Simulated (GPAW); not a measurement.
Runs of GPAW 26.7.0 on MgSi. Symmetry: P4/mmm, No. 123, tetragonal system. The conventional cell has a = 2.908 Å, b = 2.908 Å, c = 4.103 Å, α = 90.00°, β = 90.00°, γ = 90.00°. Around Si (site symmetry 4/mmm) lie 8 Mg at 2.90 Å and 4 Si at 2.91 Å. Mg (site symmetry 4/mmm) has 8 Si at 2.90 Å and 4 Mg at 2.91 Å as nearest neighbours. The cell comes from a database or a generator and needn't be the stable form of this composition.

| level | gap on the mesh (eV) | pressure (GPa) | relaxed volume (Å³/atom) |
| --- | --- | --- | --- |
| PBEsol+D4 | none | 0.1 | 16.61 |
| PBEsol+D3(BJ) | none | -0.1 | 16.16 |
| PBEsol+D3 | none | 0.0 | 16.49 |
| PBEsol+D3(BJ)+ATM | none | 0.0 | (a) |
| PBEsol | none | 0.0 | (b) |

Alike in all rows: task relaxation of cell and atoms; potentials or basis PAW data sets generated in the run's folder for this functional, pw; no spin polarisation; cell relaxed; k mesh 8 × 8 × 6; cutoff (eV) 800; smearing fermi-dirac 0.05 eV.

**Question.** Fill in the values left out.

**Answer.** (a) 16.28; (b) 16.95.

Caveats: later steps reuse the first step's grids; pairwise dispersion overbinds metals, which lowers pressure and volume (some runs).

A gap of «none» marks a metal or a gap under the smearing width.
